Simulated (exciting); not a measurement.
A run of exciting (release sodium) is set up as follows.

input.xml

```xml
<input>
  <title>Pb</title>
  <structure speciespath="./" tshift="false">
    <crystal scale="1.88972612463">
      <basevect>0.000000000000 2.593052597900 2.593052597900</basevect>
      <basevect>2.593052597900 0.000000000000 2.593052597900</basevect>
      <basevect>2.593052597900 2.593052597900 0.000000000000</basevect>
    </crystal>
    <species speciesfile="Pb.xml" rmt="2.3">
      <atom coord="0.000000000000 0.000000000000 0.000000000000"/>
    </species>
  </structure>
  <groundstate do="fromscratch" ngridk="9 9 9" rgkmax="8.5" gmaxvr="14" lmaxapw="10" lmaxmat="10" lmaxvr="8" stype="Gaussian" swidth="0.00499791" nempty="8" ValenceRelativity="iora*" epsengy="1e-05" epspot="1e-05" maxscl="60" outputlevel="high" cfdamp="0.3" lmaxinr="1">
    <libxc exchange="XC_GGA_X_HTBS" correlation="XC_GGA_C_PBE"/>
  </groundstate>
  <properties>
    <bandstructure>
      <plot1d>
        <path steps="120">
          <point coord="0 0 0" label="G"/>
          <point coord="0.5 0 0.5" label="X"/>
          <point coord="0.5 0.25 0.75" label="W"/>
          <point coord="0.375 0.375 0.75" label="K"/>
          <point coord="0 0 0" label="G"/>
          <point coord="0.5 0.5 0.5" label="L"/>
          <point coord="0.625 0.25 0.625" label="U"/>
          <point coord="0.5 0.25 0.75" label="W"/>
          <point coord="0.5 0.5 0.5" label="L"/>
          <point coord="0.375 0.375 0.75" label="K" breakafter="true"/>
          <point coord="0.625 0.25 0.625" label="U"/>
          <point coord="0.5 0 0.5" label="X"/>
        </path>
      </plot1d>
    </bandstructure>
    <dos nwdos="300" winddos="-0.6 0.5" inttype="tetra" ngrdos="100" nsmdos="2" lmirep="true"/>
  </properties>
</input>
```

Potentials or basis: all-electron LAPW+lo, shipped species files, valence relativity iora*.

The run is started by

```console
$ OMP_NUM_THREADS=1 exciting_smp
```

Task: Estimate the band gap on the k mesh.

Result: None (metal or under the smearing width).

Task: Predict the density of states at the Fermi level.

Result: 0.32 states/eV per cell.

Levels at the corners of the path, in eV from the Fermi level:
```
point  band 3  band 4  band 5  band 6  band 7  band 8  band 9  band 10  band 11  band 12
    Γ  -16.79  -16.70  -16.70  -10.81    6.43    6.43    6.43     9.73     9.76    11.64
    X  -16.62  -16.59  -16.59   -6.85   -2.66    1.97    1.97     5.14     6.39    17.50
    W  -16.74  -16.67  -16.59   -6.77   -1.02   -1.02    0.47     9.91    11.50    11.50
    K  -16.66  -16.65  -16.61   -6.91   -1.81   -0.88    2.75     6.20    10.60    15.49
    Γ  -16.79  -16.70  -16.70  -10.81    6.43    6.43    6.43     9.73     9.76    11.64
    L  -16.78  -16.61  -16.61   -7.94   -3.46    4.91    4.91     8.44     9.23    10.54
    U  -16.66  -16.65  -16.61   -6.91   -1.81   -0.88    2.75     6.20    10.60    15.49
    W  -16.74  -16.67  -16.59   -6.77   -1.02   -1.02    0.47     9.91    11.50    11.50
    L  -16.78  -16.61  -16.61   -7.94   -3.46    4.91    4.91     8.44     9.23    10.54
    K  -16.66  -16.65  -16.61   -6.91   -1.81   -0.88    2.75     6.20    10.60    15.49
    U  -16.66  -16.65  -16.61   -6.91   -1.81   -0.88    2.75     6.20    10.60    15.49
    X  -16.62  -16.59  -16.59   -6.85   -2.66    1.97    1.97     5.14     6.39    17.50
```

Caveat: the log's total energy holds no entropy term; the free energy is that total less TS from the occupations; the tetrahedron DOS on this energy grid can lose part of the weight of narrow d or f bands; spin-orbit coupling is left out, which moves the levels of the heavy elements.
